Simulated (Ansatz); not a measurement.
Starting cell, CaF₂ (fluorite):

```
CELL_PARAMETERS angstrom
      0.00000     2.75553     2.75553
      2.75553     0.00000     2.75553
      2.75553     2.75553     0.00000
ATOMIC_POSITIONS crystal
  Ca 0.00000 0.00000 0.00000
  F  0.75000 0.75000 0.75000
  F  0.25000 0.25000 0.25000
```

The atoms are displaced by Q × the pattern below (from a DFPT mode at Γ, largest move 1; Q in Å), at fixed cell. It is one choice among 3 degenerate patterns.

```
atom      x      y       z
----  -----  -----  ------
F2    0.000  0.000  -1.000
F3    0.000  0.000   1.000
```

Atoms not listed stay in place.

Method: PBE (plane waves to 420 eV, PAW, scalar-relativistic; Ansatz, an electronic-structure program). k mesh 10×10×10 (Γ-centred), Fermi-Dirac smearing 0.05 eV. E stands for the smeared free energy. CaF2 was relaxed with its symmetry unable to fall. ΔE is measured from the undisplaced structure.

```csv
Q (Å),ΔE (meV/cell)
-0.1000,withheld
-0.0833,46.0
-0.0667,29.3
-0.0500,16.4
-0.0333,7.3
-0.0167,1.8
0.0000,0.0
0.0167,1.8
0.0333,7.3
0.0500,16.4
0.0667,29.3
0.0833,46.0
0.1000,withheld
```

Task: Fit an even polynomial form (powers 2, 4) to the given rows and predict ΔE at Q = 0.1000.

Result: Least squares on the 11 given rows: ΔE = (6524)·Q² + (15070)·Q⁴, in meV/cell with Q in Å; root-mean-square residual 0.02 meV/cell. At 0.1000 the fit gives 66.7 meV/cell; the calculation gives 66.8 meV/cell, so the extrapolation is off by -0.1 (-0.1 %). The quadratic term alone would give 65.2 meV/cell.

(For displaced atoms, the force is minus the slope of the energy, and its curvature is a force constant, which sets phonon frequencies.)
